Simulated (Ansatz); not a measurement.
**Transmission past a defect: zigzag graphene nanoribbon (N = 9, H edges), Stone-Wales bond rotation**

Aim: how much does this defect scatter, and at which energies?

Method: DFT PBE, plane waves, PAW; relaxation of a wire's period, in the first sound run; inputs show where later runs differ, in Ansatz 0.2.0.

### Step 1. The starting structure

The cell holds 20 atoms: 2 H and 18 C. Cell: a = 26.890 Å, b = 7.000 Å, c = 2.460 Å, α = 90.0°, β = 90.0°, γ = 90.0°. Vacuum lies along a and b. The structure's axis is c.

### Step 2. The relaxed wire

Band widths follow the bond lengths, so the wire is relaxed first. The atoms and the third cell vector are free; the box across stays fixed as vacuum. Moments are seeded so that a magnetic state can form if it lies lower. A Fermi-Dirac smearing is set since the result may be a metal. The pressure printed is a third of the stress's trace over the whole box, vacuum included; only the stress along the axis is relaxed.

input.yaml

```yaml
crystal:
  lattice:
    - [26.89, 0.0, 0.0]
    - [0.0, 7.0, 0.0]
    - [0.0, 0.0, 2.4595121467]
  atoms:
    - { symbol: H, position: [0.130159911, 0.5, 0.0] }
    - { symbol: C, position: [0.169951655, 0.5, 0.0], spin: 0.5 }
    - { symbol: C, position: [0.275567125, 0.5, 0.0] }
    - { symbol: C, position: [0.328374861, 0.5, 0.0] }
    - { symbol: C, position: [0.433990331, 0.5, 0.0] }
    - { symbol: C, position: [0.486798066, 0.5, 0.0] }
    - { symbol: C, position: [0.592413537, 0.5, 0.0] }
    - { symbol: C, position: [0.645221272, 0.5, 0.0] }
    - { symbol: C, position: [0.750836742, 0.5, 0.0] }
    - { symbol: C, position: [0.803644478, 0.5, 0.0] }
    - { symbol: C, position: [0.196355522, 0.5, 0.5] }
    - { symbol: C, position: [0.249163258, 0.5, 0.5] }
    - { symbol: C, position: [0.354778728, 0.5, 0.5] }
    - { symbol: C, position: [0.407586463, 0.5, 0.5] }
    - { symbol: C, position: [0.513201934, 0.5, 0.5] }
    - { symbol: C, position: [0.566009669, 0.5, 0.5] }
    - { symbol: C, position: [0.671625139, 0.5, 0.5] }
    - { symbol: C, position: [0.724432875, 0.5, 0.5] }
    - { symbol: C, position: [0.830048345, 0.5, 0.5], spin: -0.5 }
    - { symbol: H, position: [0.869840089, 0.5, 0.5] }
magnetization:
  spin_polarized: true
kpoints:
  mp_grid: { grid: [1, 1, 33] }
scf:
  occupations: { method: fermi_dirac, width: 0.05 }
hamiltonian:
  xc: pbe
relax:
  cell: { fix: [a, b, alpha, beta, gamma] }
  max_steps: 60
```

Started as:

```console
> ansatz run input.yaml --threads 16 --pin off --max-ram 61440MiB --backend cuda --events-out ev --progress --plain --runs-dir out --max-vram 78GiB
```

Numbers of over 12 decimals in the logs are rounded to 6 here.

Output:

```text
Engine: ansatz 0.2.0, aarch64-unknown-linux-gnu
Pseudopotentials: kind: paw
Pseudopotential: H, paw, valence charge 1, recommended cutoff 420 eV (normal), H.paw.azcp
Pseudopotential: C, paw, valence charge 4, recommended cutoff 420 eV (normal), C.paw.azcp
Functional definition: PBE
  parameter kappa = 0.804
  parameter beta = 0.066725
  exchange = pbe_x(kappa = kappa, mu = beta*pi^2/3)
  correlation = pbe_c(beta = beta)
concurrent solve slots: 12 of 16 are kept, ahead of what memory takes: no pass of the eigensolver takes more rounds on 12
device memory: the entry about to start is reckoned to put 11.4 GiB on a device that reports 165.9 GiB free (of which the cap on the GPU budget leaves the run 78.0 GiB)
GPU FFT provider: cuFFT
GPU libraries: cuBLAS 13.8.1, cuFFT 12.4.0, cuSOLVER 12.3.2
GPU matrix products: emulated (plane waves: as basis.precision tells), large ones in fixed point in workspaces of 1.00 GiB
Crystal: 20 atoms, lattice volume = 462.954 Å³
Basis set: ecut = 420 eV, 8983 PW (Γ), exchange–correlation on 360×96×36 points (8 copies of the dense FFT grid, shifted against one another)
Bands: 58, of which v1, the nominal top of the filled ones, is band 37 counted from 1 (36 counted from 0)
Symmetry: 4 space group operations
Space group: Pmm2 (ITA 25), of the structure as read, at distance tolerance 7.7e-5 Å
Magnetic group: BNS 51.293 (UNI 391), of the structure as read, at distance tolerance 7.7e-5 Å
k-points: 17 of 33
Non-local potential: H, projectors of the file, l = 0: 2, l = 1: 1
Non-local potential: C, projectors of the file, l = 0: 2, l = 1: 2, l = 2: 1
PAW form: soft (Blöchl's): semilocal exchange-correlation on the pseudo side does not see the compensation charge
PAW one-centre angular grid: H, 110 points (default); XC on 64 Gauss nodes
PAW one-centre angular grid: C, 110 points (default); XC on 64 Gauss nodes
Initial density: superposition of atomic densities (neutral atoms: chi_scale 0, normalization atom)
Starting moments: Σ|m| = 1 μB on 2 of 20 sites
Starting magnetic order: antiferromagnet; an inversion exchanges its spin sublattices: spin-degenerate at every k-point
Initial wavefunctions: pseudopotential atomic-orbital guess
GPU buffer pool allocated for 155520 grid points (all kernels)
GPU transforms: local potential and band sums: pruned to the plane-wave sphere, on 180×45×18
Functional: x = pbe(κ = 0.804, μ = 0.219515), c = pbe(β = 0.066725)
SCF iter   1: F=—  HF=-4559.640383 eV  |F-HF|=—  |Δ(HF+E_count)|=         —  Δρ=4.04e-2 (↑4.04e-2 ↓4.04e-2)  dr2=2.86e1  dr2_m=6.79e-2  M=0.000 μB ∫|m|=0.715 μB  β_m=0.30  ethr=3.10e-3  ⟨swp⟩=8.8  Hψ=10862  notcnv=0  defer=187
preconditioner: auto → Resta (q_TF=auto, 2.010 Å⁻¹)  ε∞=1.8  [insulator: Δε(μ)=0.324 eV  Ē_g=16.289 eV  σ=0.050 eV  W_gap=0.92  n_scr=60 (ndim 8)  ℏωp=14.8 eV  f_vac=0.526  D(μ)=0.40/eV (n_scr^D=2)  ε∞_Penn≈1.8  vacuum switching on, ρ_ref=1.9e-2 e/Å³]
spin=Collinear: Resta preconditioning applied to the charge; magnetization (m = ρ↑ − ρ↓) channel mixes plain (no charge-response kernel on spin).
SCF iter   2: F=—  HF=-4552.704162 eV  |F-HF|=—  |Δ(HF+E_count)|=    6.94e0  Δρ=2.63e-2 (↑2.63e-2 ↓2.63e-2)  dr2=1.17e1  dr2_m=3.62e-2  M=0.000 μB ∫|m|=0.741 μB  β_m=0.30  ethr=3.10e-3  ⟨swp⟩=2.6  Hψ=3862  notcnv=0  defer=468
SCF iter   3: F=—  HF=-4548.184496 eV  |F-HF|=—  |Δ(HF+E_count)|=    4.52e0  Δρ=5.50e-3 (↑5.50e-3 ↓5.49e-3)  dr2=2.61e-1  dr2_m=2.02e-2  M=0.000 μB ∫|m|=0.749 μB  β_m=0.30  ethr=3.10e-3  ⟨swp⟩=4.7  Hψ=4091  notcnv=0  defer=460
SCF iter   4: F=—  HF=-4548.164700 eV  |F-HF|=—  |Δ(HF+E_count)|=   1.98e-2  Δρ=2.43e-3 (↑2.43e-3 ↓2.42e-3)  dr2=4.40e-2  dr2_m=1.10e-2  M=0.000 μB ∫|m|=0.779 μB  β_m=1.00  ethr=3.53e-4  ⟨swp⟩=4.1  Hψ=3480  notcnv=0  defer=446
SCF iter   5: F=—  HF=-4548.178966 eV  |F-HF|=—  |Δ(HF+E_count)|=   1.43e-2  Δρ=1.01e-3 (↑1.01e-3 ↓1.01e-3)  dr2=1.10e-2  dr2_m=6.40e-4  M=0.000 μB ∫|m|=0.850 μB  β_m=0.30  ethr=5.94e-5  ⟨swp⟩=3.6  Hψ=2925  notcnv=0  defer=446
SCF iter   6: F=—  HF=-4548.181136 eV  |F-HF|=—  |Δ(HF+E_count)|=   2.17e-3  Δρ=6.53e-4 (↑6.53e-4 ↓6.49e-4)  dr2=3.58e-3  dr2_m=4.80e-4  M=-0.000 μB ∫|m|=0.867 μB  β_m=1.00  ethr=1.49e-5  ⟨swp⟩=1.2  Hψ=1794  notcnv=0  defer=446
SCF iter   7: F=—  HF=-4548.183036 eV  |F-HF|=—  |Δ(HF+E_count)|=   1.90e-3  Δρ=2.27e-4 (↑2.17e-4 ↓2.27e-4)  dr2=2.82e-4  dr2_m=1.18e-4  M=0.000 μB ∫|m|=0.907 μB  β_m=1.00  ethr=4.84e-6  ⟨swp⟩=2.8  Hψ=3077  notcnv=0  defer=446
SCF iter   8: F=—  HF=-4548.183470 eV  |F-HF|=—  |Δ(HF+E_count)|=   4.34e-4  Δρ=1.21e-4 (↑1.21e-4 ↓1.05e-4)  dr2=1.12e-4  dr2_m=3.56e-5  M=-0.000 μB ∫|m|=0.931 μB  β_m=1.00  ethr=3.81e-7  ⟨swp⟩=2.1  Hψ=2824  notcnv=0  defer=446
SCF iter   9: F=—  HF=-4548.183657 eV  |F-HF|=—  |Δ(HF+E_count)|=   1.87e-4  Δρ=7.39e-5 (↑6.89e-5 ↓7.39e-5)  dr2=3.52e-5  dr2_m=1.11e-5  M=0.000 μB ∫|m|=0.945 μB  β_m=1.00  ethr=1.52e-7  ⟨swp⟩=2.5  Hψ=2799  notcnv=0  defer=446
SCF iter  10: F=—  HF=-4548.183717 eV  |F-HF|=—  |Δ(HF+E_count)|=   5.95e-5  Δρ=3.52e-5 (↑3.51e-5 ↓3.52e-5)  dr2=4.06e-6  dr2_m=3.51e-6  M=0.000 μB ∫|m|=0.953 μB  β_m=0.30  ethr=4.76e-8  ⟨swp⟩=2.5  Hψ=2978  notcnv=0  defer=446
Mixer restart at iter 10: flushing history
spin-set hold released at iteration 10 (site moments contracting): the magnetisation degrees of freedom join the quasi-Newton model from the next iteration; the mixer history was flushed
SCF iter  11: F=—  HF=-4548.183753 eV  |F-HF|=—  |Δ(HF+E_count)|=   3.59e-5  Δρ=2.95e-5 (↑2.92e-5 ↓2.95e-5)  dr2=1.89e-6  dr2_m=2.81e-6  M=0.000 μB ∫|m|=0.954 μB  β_m=0.65  ethr=5.49e-9  ⟨swp⟩=2.5  Hψ=2770  notcnv=0  defer=446
SCF iter  12: F=—  HF=-4548.183794 eV  |F-HF|=—  |Δ(HF+E_count)|=   4.14e-5  Δρ=1.61e-5 (↑1.61e-5 ↓1.21e-5)  dr2=7.73e-6  dr2_m=7.18e-7  M=-0.000 μB ∫|m|=0.960 μB  β_m=0.55  ethr=2.56e-9  ⟨swp⟩=2.9  Hψ=3077  notcnv=0  defer=446
SCF iter  13: F=—  HF=-4548.183793 eV  |F-HF|=—  |Δ(HF+E_count)|=   4.88e-7  Δρ=1.36e-5 (↑1.05e-5 ↓1.36e-5)  dr2=2.19e-6  dr2_m=5.90e-7  M=0.000 μB ∫|m|=0.961 μB  β_m=0.57  ethr=2.56e-9  ⟨swp⟩=2.2  Hψ=2383  notcnv=0  defer=446
SCF iter  14: F=—  HF=-4548.183794 eV  |F-HF|=—  |Δ(HF+E_count)|=   6.05e-7  Δρ=9.01e-6 (↑9.01e-6 ↓7.59e-6)  dr2=9.08e-7  dr2_m=2.71e-7  M=-0.000 μB ∫|m|=0.962 μB  β_m=0.56  ethr=2.56e-9  ⟨swp⟩=2.5  Hψ=2602  notcnv=0  defer=446
SCF iter  15: F=—  HF=-4548.183795 eV  |F-HF|=—  |Δ(HF+E_count)|=   4.22e-7  Δρ=5.05e-6 (↑4.57e-6 ↓5.05e-6)  dr2=6.95e-7  dr2_m=6.95e-8  M=0.000 μB ∫|m|=0.963 μB  β_m=0.45  ethr=1.23e-9  ⟨swp⟩=2.1  Hψ=2744  notcnv=0  defer=446
[...]
SCF iter   2: F=—  HF=-4548.246579 eV  |F-HF|=—  |Δ(HF+E_count)|=   3.40e-5  Δρ=5.17e-6 (↑5.17e-6 ↓5.17e-6)  dr2=2.86e-8  dr2_m=6.72e-11  M=-0.000 μB ∫|m|=0.941 μB  β_m=0.56  ethr=8.02e-11  ⟨swp⟩=3.3  Hψ=4652  notcnv=0  defer=20
SCF iter   3: F=—  HF=-4548.246646 eV  |F-HF|=—  |Δ(HF+E_count)|=   6.70e-5  Δρ=1.35e-6 (↑1.35e-6 ↓1.34e-6)  dr2=1.04e-7  dr2_m=2.65e-11  M=0.000 μB ∫|m|=0.941 μB  β_m=0.41  ethr=3.86e-11  ⟨swp⟩=2.5  Hψ=3032  notcnv=0  defer=20  recentre
SCF iter   4: F=—  HF=-4548.246651 eV  |F-HF|=—  |Δ(HF+E_count)|=   4.80e-6  Δρ=4.80e-7 (↑4.71e-7 ↓4.80e-7)  dr2=6.75e-9  dr2_m=6.23e-12  M=-0.000 μB ∫|m|=0.941 μB  β_m=0.35  ethr=3.86e-11  ⟨swp⟩=2.0  Hψ=2211  notcnv=0  defer=20
SCF iter   5: F=—  HF=-4548.246655 eV  |F-HF|=—  |Δ(HF+E_count)|=   3.95e-6  Δρ=2.14e-7 (↑2.14e-7 ↓2.09e-7)  dr2=4.56e-10  dr2_m=3.41e-12  M=0.000 μB ∫|m|=0.941 μB  β_m=0.66  ethr=9.12e-12  ⟨swp⟩=2.4  Hψ=2946  notcnv=0  defer=20
SCF iter   6: F=—  HF=-4548.246655 eV  |F-HF|=—  |Δ(HF+E_count)|=   1.79e-8  Δρ=6.00e-8 (↑5.45e-8 ↓6.00e-8)  dr2=2.99e-10  dr2_m=1.06e-12  M=-0.000 μB ∫|m|=0.941 μB  β_m=0.55  ethr=1.00e-12  ⟨swp⟩=25.1  Hψ=13133  notcnv=0
iter 7 met the thresholds in force, and the SCF goes on: an eigenvalue changes by 0.06 meV, over its tolerance of 0.05 meV (output.eigenvalues, Limitations)
SCF iter   7: F=-4548.246655 eV  HF=-4548.246655 eV  |F-HF|=3.03e-9  |Δ(HF+E_count)|=   2.66e-9  Δρ=2.56e-8 (↑2.52e-8 ↓2.56e-8)  dr2=6.69e-11  dr2_m=5.14e-13  M=0.000 μB ∫|m|=0.941 μB  β_m=0.44  ethr=1.00e-12  ⟨swp⟩=5.4  Hψ=6634  notcnv=0
SCF iter   8: F=-4548.246655 eV  HF=-4548.246655 eV  |F-HF|=3.09e-9  |Δ(HF+E_count)|=  1.00e-11  Δρ=1.68e-8 (↑1.68e-8 ↓1.57e-8)  dr2=3.34e-12  dr2_m=3.78e-13  M=0.000 μB ∫|m|=0.941 μB  ethr=1.00e-12  ⟨swp⟩=2.1  Hψ=4414  notcnv=0
SCF 6 converged in 8 iterations: F = -4548.246655 eV  dr2 = 3.34e-12
relax step   6: F+E_penalty+E_count = -4548.24665474 eV  Δ(F+E_penalty+E_count) = -1.015e-3 eV  max|allowed force component| = 1.043e-3 eV/Å  Δτ_max = 0.0000 Å  P = +0.042 GPa  Ω = 463.903 Å³  fix = [a, b, alpha, beta, gamma]  reactions: a +0.001, b +0.130 GPa  stress off target by 5.79e-3 GPa on what of the cell is left free  SCF on the basis re-selected at this cell (its energy is not comparable with the rows above)  (8 SCF iters)
basis re-selected at this cell: Δ(F+E_penalty+E_count) = -1.015e-3 eV, ΔP = +0.003 GPa vs the last step (what re-selecting the basis moved, of the pressure what is left beyond the Pulay correction that the steps carried, after the strain that the cell walked since its last selection, with what the two solves' SCF thresholds leave and, on support functions, any second-order correction that the steps lacked; it is no m [...]
SCF converged after 8 iterations
an eigenvalue changed by more than its tolerance at an iteration that met the thresholds in force, so the SCF went on 1 time: the last check found none over its tolerance
Magnetization: 0.0000 μB (37.0000 up, 37.0000 down)
Absolute magnetization: 0.9407 μB (∫|ρ↑−ρ↓|, with the PAW one-centre terms)
Spin contamination: 0.2795 ħ² per cell (⟨S²⟩ above its minimum at these occupations)
Per-site moments (μB) at R_I (Å): [(-0.00214865, 0.450506), (0.055630, 0.450506), (-0.011728, 0.586056), (0.012301, 0.586675), (-0.00499179, 0.586835), (0.00496541, 0.586871), (-0.00672629, 0.586835), (0.00675951, 0.586675), (-0.030798, 0.586056), (0.023119, 0.580898), (-0.023119, 0.580898), (0.030798, 0.586056), (-0.00675951, 0.586675), (0.00672629, 0.586835), (-0.00496542, 0.586871), (0.00499179, 0.586835), (-0.012301, 0.586675), (0.011728, 0.586056), (-0.055630, 0.450506), (0.00214865, 0.450506)]
Free energy (F): -4548.246655 eV
Harris-Foulkes:  -4548.246655 eV  (|F-HF|=3.09e-9)
Internal energy: -4548.244322 eV  (E = F + TS)
E sigma→0 (E₀):  -4548.245488 eV
Entropy (-TS):   -0.002333 eV (-0.117 meV/atom)
Fermi energy:    -0.179900 eV
--- Per-component energies (eV) ---
  E_band       = -677.096949
  E_kinetic    = 1660.505374
  E_local      = -17206.533679  (includes V_loc(G=0)·N_el)
  E_nonlocal   = 494.770241
  E_hartree    = 7794.323001
  E_xc         = -880.558832
  E_vxc        = -1090.787991  (∫ρ·V_xc dr)
  E_paw        = -1789.183409  (= ΣΔE_a)
  E_vpaw       = -123.694245  (= ΣTr[D̂ρ^β])
  E_aug_tail   = -0.002609  (compensation charges beyond the density's cutoff)
  E_ewald      = 5378.435591
  E_smearing   = -0.002333  (= −TS)
  E_closure    = -0.000000  (closes the sum)
  Σ components = -4548.246655   (vs F -4548.246655, Δ=0.00e0)
--- Forces (eV/Å), atoms counted from 1 ---
  atom   1  H      0.00068084     0.00000000    -0.00000000
  atom   2  C     -0.00104283     0.00000000     0.00000000
  atom   3  C     -0.00091694     0.00000000     0.00000000
  atom   4  C      0.00079070     0.00000000    -0.00000000
  atom   5  C     -0.00062403     0.00000000     0.00000000
  atom   6  C      0.00059444     0.00000000    -0.00000000
  atom   7  C     -0.00067688     0.00000000     0.00000000
  atom   8  C      0.00081052     0.00000000    -0.00000000
  atom   9  C     -0.00047092     0.00000000     0.00000000
  atom  10  C     -0.00028062     0.00000000     0.00000000
  atom  11  C      0.00027327     0.00000000    -0.00000000
  atom  12  C      0.00047275     0.00000000    -0.00000000
  atom  13  C     -0.00081155     0.00000000     0.00000000
  atom  14  C      0.00068135     0.00000000    -0.00000000
  atom  15  C     -0.00059087     0.00000000     0.00000000
  atom  16  C      0.00062630     0.00000000    -0.00000000
  atom  17  C     -0.00078787     0.00000000     0.00000000
  atom  18  C      0.00091348     0.00000000    -0.00000000
  atom  19  C      0.00103915     0.00000000    -0.00000000
  atom  20  H     -0.00067984     0.00000000     0.00000000
  max |Σ_I F_I| component: 4.60e-7 eV/Å
--- Stress (GPa, compression-positive) ---
        0.000632       0.000000       0.000000
        0.000000       0.130100       0.000000
        0.000000       0.000000      -0.005793
  P = ⅓ Tr σ = 0.0416 GPa (0.416 kbar)
--- Band table (eV; the first three rows and the last of 34) ---
  k-point 0 ↑: bands = [... 33 lower, -3.4765, -3.3100, -3.3006, -2.7834, 1.9021, 2.6238, 2.7245, 2.8271, ... 17 higher]
  k-point 1 ↑: bands = [... 33 lower, -3.4576, -3.3736, -3.3279, -2.7639, 1.8977, 2.6442, 2.7208, 2.8488, ... 17 higher]
  k-point 2 ↑: bands = [... 33 lower, -3.5517, -3.4125, -3.4007, -2.7053, 1.8833, 2.7053, 2.7081, 2.9141, ... 17 higher]
  k-point 16 ↓: bands = [... 33 lower, -2.4732, -2.4390, -2.4086, -0.6611, 0.0782, 1.6345, 1.6880, 1.8631, ... 17 higher]
--- Relaxed structure (5 steps of the walk, 5 accepted, 1 SCFs on fresh bases) ---
  F+E_penalty+E_count = -4548.24665474 eV   max|allowed force component| = 1.043e-3 eV/Å   (the final SCF, on the basis selected at the relaxed cell)
  cell:  # Å, volume = 463.9032 Å³
    - [26.89, 0.0, 0.0]
    - [0.0, 7.0, 0.0]
    - [0.0, 0.0, 2.464555]
  atoms:
    - { symbol: H, position: [0.128739, 0.5, 0.0] }
    - { symbol: C, position: [0.169354, 0.5, 0.0] }
    - { symbol: C, position: [0.274627, 0.5, 0.0] }
    - { symbol: C, position: [0.327803, 0.5, 0.0] }
    - { symbol: C, position: [0.433727, 0.5, 0.0] }
    - { symbol: C, position: [0.486778, 0.5, 0.0] }
    - { symbol: C, position: [0.592710, 0.5, 0.0] }
    - { symbol: C, position: [0.645789, 0.5, 0.0] }
    - { symbol: C, position: [0.751669, 0.5, 0.0] }
    - { symbol: C, position: [0.805298, 0.5, 0.0] }
    - { symbol: C, position: [0.194703, 0.5, 0.500000] }
    - { symbol: C, position: [0.248331, 0.5, 0.500000] }
    - { symbol: C, position: [0.354211, 0.5, 0.500000] }
    - { symbol: C, position: [0.407290, 0.5, 0.500000] }
    - { symbol: C, position: [0.513222, 0.5, 0.500000] }
    - { symbol: C, position: [0.566273, 0.5, 0.500000] }
    - { symbol: C, position: [0.672197, 0.5, 0.500000] }
    - { symbol: C, position: [0.725373, 0.5, 0.500000] }
    - { symbol: C, position: [0.830646, 0.5, 0.500000] }
    - { symbol: H, position: [0.871261, 0.5, 0.500000] }
```

Wall time 8.7 s (1 × NVIDIA GB200 with 16 threads of Arm Neoverse V2, shared host); peak memory 1.2 GiB; 56 s of CPU time.

Step by step:

| step | energy less that of the first step (eV) | largest force component (eV/Å) | pressure (GPa) | volume (Å³) |
| --- | --- | --- | --- | --- |
| 1 | 0.0000 | 1.6204 | 0.80 | 462.95 |
| 2 | -0.0500 | 0.7357 | 0.27 | 463.72 |
| 3 | -0.0620 | 0.0292 | 0.10 | 463.73 |
| 4 | -0.0618 | 0.0072 | 0.02 | 463.96 |
| 5 | -0.0618 | 0.0011 | 0.04 | 463.90 |
| 6* | -0.0629 | 0.0010 | 0.04 | 463.90 |

Relaxation steps marked * repeat the geometry before them on a plane-wave basis chosen anew for their cell, so energy and pressure can jump there.

The run keeps the 4 symmetry operations that it works with, so distortions that break them were not tested.

| cell as run | before | after | change |
| --- | --- | --- | --- |
| c (Å) | 2.460 | 2.465 | +0.2 % |

The atoms that moved most (Å, along periodic axes as changes of fractional coordinates times the final cell, across vacuum about the mean position):

| atom | dx | dy | dz | length |
| --- | --- | --- | --- | --- |
| C10 | 0.044 | 0.000 | 0.000 | 0.044 |
| C11 | -0.044 | 0.000 | 0.000 | 0.044 |
| H20 | 0.038 | 0.000 | 0.000 | 0.038 |
| H1 | -0.038 | 0.000 | 0.000 | 0.038 |
| C18 | 0.025 | 0.000 | 0.000 | 0.025 |
| C3 | -0.025 | 0.000 | 0.000 | 0.025 |
| C9 | 0.022 | 0.000 | 0.000 | 0.022 |
| C12 | -0.022 | 0.000 | 0.000 | 0.022 |

This step gave:

```
energy at zero smearing    : -4548.2455 eV
absolute moment            : 0.9407 μB
cell length along the wire : 2.465 Å
```

The cell's length comes to 2.465 Å with an absolute moment of 0.94 μB a cell.

[end of part 1 of 4]

[Logs are printed without paths, hosts, clocks, repeated set-up lines and the standing remarks that a program may print on its own settings, such as how far it seeks lower states.]

[Hosts, paths, dates, database ids (printed as entryN), source tags and the programs' standing remarks are cut or masked in the printed files.]
